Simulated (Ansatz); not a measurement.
AgCl built on the rocksalt prototype, relaxed with r2SCAN in the PAW code Ansatz. Space group Fm-3m (No. 225), cubic; conventional cell a = 5.546 Å, 21.33 Å³ an atom. Ag is surrounded by 6 Cl at 2.77 Å; Cl is surrounded by 6 Ag at 2.77 Å.

The axes x, y and z are those of this cell:
```
CELL_PARAMETERS angstrom
0.00000 2.77318 2.77318
2.77318 0.00000 2.77318
2.77318 2.77318 0.00000
ATOMIC_POSITIONS crystal
Ag 0.00000 0.00000 0.00000
Cl 0.50000 0.50000 0.50000
```

Unstrained: The PBE gap is indirect, 0.912 eV (L to Γ), below the direct gap of 3.005 eV at Γ–K (0.10 of the way from Γ). With r2SCAN the valence top lies at L and the conduction bottom at Γ, 1.475 eV higher; the smallest vertical gap, at Γ–K (0.10 of the way from Γ), is 3.590 eV. With HSE06 the valence top lies at L and the conduction bottom at Γ, 2.411 eV higher; the smallest vertical gap, at Γ–K (0.10 of the way from Γ), is 4.544 eV. Meshes: PBE 8×8×8, r2SCAN 8×8×8, HSE06 6×6×6. Strains are changes of length per length. After each strain the atoms were relaxed again with r2SCAN within the symmetry that the strain leaves, so tilts or polar shifts that break it weren't tested; points keep the names that they have in the unstrained zone. The values are computed, spin-unpolarised, and not measurements.

(1) One strain changed the r2SCAN stress by xx +1.73, yy +0.94, zz +0.94 GPa (compression positive) and the gap by -0.070 eV (PBE), -0.068 eV (r2SCAN), -0.082 eV (HSE06). Which kind of strain was it, and roughly how large?

(2) Apply uniaxial +4.95 % along z, other directions held. How far does the gap move, against the unstrained cell?

(3) One strain changed the r2SCAN stress by xx -2.25, yy -2.25, zz -2.25, xy -0.25, xz -0.25, yz -0.25 GPa (compression positive) and the gap by -0.030 eV (PBE), -0.041 eV (r2SCAN), -0.028 eV (HSE06). Which kind of strain was it, and roughly how large?

Answers

(1) Uniaxial -2.15 % along x, other directions held. The pattern of the stress gives the kind; the size needs the stiffness, so it is an estimate.

(2) PBE: the gap goes from 0.912 to 0.796 eV (-0.116 eV). r2SCAN: the gap goes from 1.475 to 1.341 eV (-0.134 eV). HSE06: the gap goes from 2.411 to 2.282 eV (-0.129 eV). The r2SCAN energy rises by 9.4 meV an atom.

(3) Uniaxial +5.11 % along [111], other directions held. The pattern of the stress gives the kind; the size needs the stiffness, so it is an estimate.

The runs are scalar-relativistic, without spin-orbit coupling.

Where an edge lies off the special points, it is a point of the mesh or the k point where a search put PBE's edge or least direct gap, reused for the other functionals, whose own edges may lie a little apart.

The meshes of the hybrids are coarse, so their gaps aren't converged to the digits shown.
